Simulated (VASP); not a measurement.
Input of a VASP 6.6.1 run:

File INCAR:

```
PREC = Accurate
ENCUT = 520
EDIFF = 1E-6
ISMEAR = 0
SIGMA = 0.05
LREAL = False
LASPH = True
NELM = 100
ALGO = Normal
ISIF = 2
LWAVE = False
LCHARG = False
GGA = PE
IVDW = 13
NBANDS = 16
```

File KPOINTS:

```
Automatic mesh
0
Gamma
  8 8 8
```

POSCAR

```
InP
1.0
    0.0000000000      2.9456566868      2.9456566868
    2.9456566868      0.0000000000      2.9456566868
    2.9456566868      2.9456566868      0.0000000000
In P
1 1
Direct
    0.0000000000      0.0000000000      0.0000000000
    0.7500000000      0.7500000000      0.7500000000
```

Potentials or basis: VASP PAW PBE potentials, release 64 (In_d, P).

Run with:

```sh
$ cat potpaw_PBE.64/In_d/POTCAR potpaw_PBE.64/P/POTCAR > POTCAR
$ mpirun -np 1 vasp_std > vasp.out
```

Task: Predict the band gap on the k mesh.

Result: 0.63 eV.

Task: Predict the dispersion energy per atom.

Result: -0.332 eV.

Caveat: spin-orbit coupling is left out, which moves the levels of the heavy elements.

**Experimental background.**

A printed reference work, data compilation reports, for a bulk crystal of InP at 1.6 K: band gap 1.4236 eV (direct).

Measured gap of InP: 1.4236 eV (direct; 1.6 K; a printed reference work, data compilation). This calculation gives 0.63 eV (-0.80 eV). Spin-orbit coupling on In is left out. The value is that of PBE+D4, without temperature or zero-point motion. Semilocal functionals fall short of measured gaps as a rule.
